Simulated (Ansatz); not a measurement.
FeSi2 (Linzhiite):

```xyz
3
Lattice="2.6840 0.0000 0.0000 0.0000 2.6840 0.0000 0.0000 0.0000 5.1280" Properties=species:S:1:pos:R:3 pbc="T T T"
Fe    0.0000    0.0000    0.0000
Si    1.3420    1.3420    3.7434
Si    1.3420    1.3420    1.3846
```

Base run:

```yaml
Program: Ansatz 0.2.0
Functional: PBEsol
Potentials_or_basis: Ansatz PAW
Cutoff: "420 eV (not typed: the program's choice for these potentials)"
k_mesh: 10 × 10 × 5
Occupations: fermi-dirac, width 0.05 eV
Spin: collinear spin, ferromagnetic start
Starting_moments: "[3.0, 0.0, 0.0] μB"
Hubbard_terms: Fe d U = 8 eV
```

Its results: band gap on the k mesh none (metal or under the smearing width); pressure 26.3 GPa; net moment 2.14 μB per cell; site moments Fe +2.27; Si -0.06 μB; largest force 2.053 eV/Å.

Task: The run is repeated on the same cell with these changes: hubbard terms from Fe d U = 8 eV to Fe d U = 3 eV. What comes out?

Result: Band gap on the k mesh none (metal or under the smearing width); pressure -3.0 GPa; net moment -0.16 μB per cell; site moments Fe -0.21; Si +0.01 μB; largest force 0.107 eV/Å.

Caveats: the magnetic or orbital state may not be the lowest; the PAW data sets come from PBE, with cores solved anew for the run's functional, which leaves a small shift of forces and pressure; the U is typed as a test and isn't derived for this compound; forces of over 1 eV/Å show positions far from the minimum, so gaps and moduli don't describe the material at rest (some runs); the starting moments weren't kept (some runs).
